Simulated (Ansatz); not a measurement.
A plane-wave DFT run in Ansatz 0.2.0 (scalar-relativistic PAW potentials unless the input names others): input and command.

```yaml
crystal:
  lattice:
    - [0.0, 1.8346125, 1.8075]
    - [1.8346125, 0.0, 1.8075]
    - [1.8346125, 1.8346125, 0.0]
  atoms:
    - { symbol: Cu, position: [0.0, 0.0, 0.0] }
kpoints:
  mp_grid: { grid: [22, 22, 22] }
hamiltonian:
  xc: pbe
scf:
  occupations: { method: gaussian, width: 0.15 }
output:
  forces: true
  eigenvalues: true
  stress: true
accuracy: low
```

```bash
ansatz run input.yaml --threads 1 --pin off --max-ram 2560MiB --backend cpu --events-out ev --progress --plain --runs-dir out
```

Abridged log:
```
Pseudopotentials: kind: paw
Pseudopotential: Cu, paw, valence charge 19, recommended cutoff 420 eV (normal)
Functional definition: PBE
Crystal: 1 atom, lattice volume = 12.167 Å³
Basis set: ecut = 420 eV, 259 PW (Γ), exchange–correlation on 36×36×36 points (8 copies of the dense FFT grid, shifted against one another)
Bands: 14, of which v1, the nominal top of the filled ones, is band 10 counted from 1 (9 counted from 0)
Symmetry: 16 space group operations
Space group: I4/mmm (ITA 139), of the structure as read, at distance tolerance 2.3e-5 Å
k-points: 834 of 10648
Initial density: superposition of atomic densities (neutral atoms: chi_scale 0, normalization atom), corrected by the library's trained network
Initial wavefunctions: pseudopotential atomic-orbital guess
Functional: x = pbe(κ = 0.804, μ = 0.21951497), c = pbe(β = 0.06672455)
SCF iter   1: F=—  HF=-6625.174883 eV  |F-HF|=—  |Δ(HF+E_count)|=         —  Δρ=7.13e-4  dr2=1.60e-5  ethr=1.77e-3  ⟨swp⟩=5.0  Hψ=57322  notcnv=0
SCF iter   2: F=—  HF=-6625.175006 eV  |F-HF|=—  |Δ(HF+E_count)|=   1.23e-4  Δρ=3.71e-4  dr2=4.42e-6  ethr=8.43e-8  ⟨swp⟩=3.1  Hψ=29936  notcnv=0
SCF iter   3: F=—  HF=-6625.175019 eV  |F-HF|=—  |Δ(HF+E_count)|=   1.32e-5  Δρ=1.11e-4  dr2=5.18e-7  ethr=2.33e-8  ⟨swp⟩=2.0  Hψ=15963  notcnv=0
SCF iter   4: F=-6625.175020 eV  HF=-6625.175019 eV  |F-HF|=9.64e-8  |Δ(HF+E_count)|=   2.98e-7  Δρ=3.03e-5  dr2=2.13e-8  ethr=2.73e-9  ⟨swp⟩=2.0  Hψ=15969  notcnv=0
SCF iter   5: F=-6625.175020 eV  HF=-6625.175020 eV  |F-HF|=2.43e-10  |Δ(HF+E_count)|=   1.03e-7  Δρ=2.07e-6  dr2=9.83e-11  ethr=1.12e-10  ⟨swp⟩=2.1  Hψ=16473  notcnv=0
SCF iter   6: F=-6625.175020 eV  HF=-6625.175020 eV  |F-HF|=2.18e-11  |Δ(HF+E_count)|=  2.58e-10  Δρ=1.28e-7  dr2=1.27e-12  ethr=1.00e-12  ⟨swp⟩=2.1  Hψ=37508  notcnv=0
SCF 1 converged in 6 iterations: F = -6625.175020 eV  dr2 = 1.27e-12
SCF converged after 6 iterations
Free energy (F): -6625.175020 eV
Harris-Foulkes:  -6625.175020 eV  (|F-HF|=2.18e-11)
Internal energy: -6625.172173 eV  (E = F + TS)
E sigma→0 (E₀):  -6625.173596 eV
Entropy (-TS):   -0.002846 eV (-2.846 meV/atom)
Fermi energy:    16.134255 eV
--- Forces (eV/Å), atoms counted from 1 ---
  atom   1  Cu     0.00000000     0.00000000     0.00000000
--- Stress (GPa, compression-positive) ---
       -2.624556       0.000000       0.000000
        0.000000      -2.624556       0.000000
        0.000000       0.000000      -1.853217
  P = ⅓ Tr σ = -2.3674 GPa (-23.674 kbar)
```

Apart from outputs and empty bands, the input differs from a reference run on usual settings in accuracy: not typed → "low"; basis.ecutwfc: 650.0 → not typed. The reference, at the same geometry (not necessarily relaxed), gave pressure -2.43 GPa, largest force 0.000 eV/Å, no gap on the mesh. This run converged in 6 SCF iterations (reference: 6) with an energy at zero smearing 3.17 meV/atom above the reference's, pressure -2.37 GPa, largest force 0.000 eV/Å, no gap on the mesh. Its accuracy level is looser than usual, and the result moved.

It took 8.5 s on 1 thread of Intel(R) Xeon(R) Platinum 8259CL CPU @ 2.50GHz (Skylake/Cascade Lake) (shared host), peak memory 0.47 GiB.